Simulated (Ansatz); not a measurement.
**Hf2S (P6_3/mmc): electronic heat capacity and spin susceptibility from the density of states**

The calculation used Ansatz 0.2.0, DFT r2SCAN, scalar-relativistic, plane waves, PAW.

Plane waves to 500 eV, a k mesh through Γ of 12×12×4 on the computed 6-atom cell and Gaussian smearing (0.10 eV); no spin polarisation.

Relaxed cell: P6_3/mmc, a = 3.381 Å, b = 3.381 Å, c = 11.741 Å, α = 90.00°, β = 90.00°, γ = 120.00°, 6 atoms in the primitive cell. Whether it is the stable form of this composition wasn't checked.

The density of states at the Fermi level is 2.061 states/eV in the cell of 6 atoms (2 formula units; both spins, tetrahedra on a 18×18×6 mesh).

Problem. What Sommerfeld coefficient and Pauli susceptibility does this give?

Solution. Per formula unit N(E_F) = 1.030 states/eV. γ = (π²/3) k_B² N(E_F) N_A = 2.357 mJ/(mol K²) per state/eV, so γ = 2.4 mJ/(mol K²), a mole of formula units. χ_P = μ_B² N(E_F) N_A = 3.23×10⁻⁵ emu/mol per state/eV gives 3.3×10⁻⁵ emu/mol. This is the bare band result: a measured γ of the same phase is as a rule larger by a factor 1 + λ from phonons and spin fluctuations, the spin part of χ is larger by the Stoner factor, and a measured χ also holds orbital and core terms. N(E_F) at one energy is sensitive to the mesh where the density of states has sharp peaks.

Spin-orbit coupling is left out, which matters for the bands of heavy elements.